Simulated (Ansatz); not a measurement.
# TaN: compression at zero temperature

One table from this session's results is given with a row withheld; the runs are named, their logs left out.

Method: DFT r2SCAN, scalar-relativistic, plane waves, PAW, in Ansatz 0.2.0.

2 further runs of the same task are left out: 2 set aside as unsound or not needed.

### Starting point

It takes space group P-6m2 (No. 187, hexagonal). The conventional cell has a = 2.936 Å, b = 2.936 Å, c = 2.885 Å, α = 90.00°, β = 90.00°, γ = 120.00°. Ta (site symmetry -6m2) has 6 N at 2.23 Å as nearest neighbours. Around N (site symmetry -6m2) lie 6 Ta at 2.23 Å.

As a file:

```
CELL_PARAMETERS angstrom
2.93615 0.00000 0.00000
-1.46808 2.54278 0.00000
0.00000 0.00000 2.88462
ATOMIC_POSITIONS crystal
Ta 0.33333 0.66667 0.50000
N 0.00000 0.00000 0.00000
```

This cell was relaxed beforehand with the same method: volume 10.77 Å³/atom, gap on the mesh none (metal).

The first run:

input.yaml reads:

```yaml
crystal:
  lattice:
    - [2.9548343747, 0.0, 0.0]
    - [-1.4774171873, 2.5589616325, 0.0]
    - [0.0, 0.0, 2.9029707254]
  atoms:
    - { symbol: Ta, position: [0.3333333333, 0.6666666667, 0.5] }
    - { symbol: "N", position: [0.0, 0.0, 0.0] }
basis:
  ecutwfc: 500
kpoints:
  mp_grid: { grid: [18, 18, 14] }
hamiltonian:
  xc: r2scan
scf:
  occupations: { method: gaussian, width: 0.1 }
output:
  forces: true
  stress: true
  eigenvalues: true
relax:
  adjacent_minimum: "off"
  f_tol: 0.008
  max_steps: 50
  cell: { stress_tol: 0.08, p_target: -2.0 }
```

On the command line:

```sh
$ ansatz run input.yaml --threads 1 --pin off --max-ram 2560MiB --backend cpu --events-out ev --progress --plain --runs-dir out
```

Steps of the session up to this table: Relaxing at -2 GPa; 2 GPa; 5 GPa; 10 GPa; 20 GPa; Target pressure 40 GPa.

One of the session's tables, all rows but one given; the rest of the session is left out.

Lengths are those of the vectors of the cell that was run:

```
P (GPa)  V (Å³/atom)  a (Å)  b (Å)  c (Å)  ΔH (eV/atom)
     -2        10.83  2.942  2.942  2.889        -0.135
      0        10.77  2.936  2.936  2.885         0.000
      2        10.71  2.930  2.930  2.880         0.134
      5        10.62  2.922  2.922  2.873         0.334
     10            ?      ?      ?      ?             ?
     20        10.24  2.885  2.885  2.843         1.310
     40         9.83  2.843  2.843  2.808         2.562
```

Estimate the missing values for P (GPa) = 10.

Worked estimate for «V (Å³/atom)». A straight line through the neighbours (5, 10.62) and (20, 10.24) gives 10.62 + (10.24 − 10.62) × (10 − 5) / (20 − 5) = 10.49; a parabola fitted to 4 rows on both sides gives 10.49.

**Answer.** V (Å³/atom): 10.49; a (Å): 2.909; b (Å): 2.909; c (Å): 2.862; ΔH (eV/atom): 0.663. In «V (Å³/atom)» the line misses by 0.00 and the parabola by 0.00.

ΔH is E + PV over the energy at zero pressure; a, b and c are the vectors of the computed cell. 
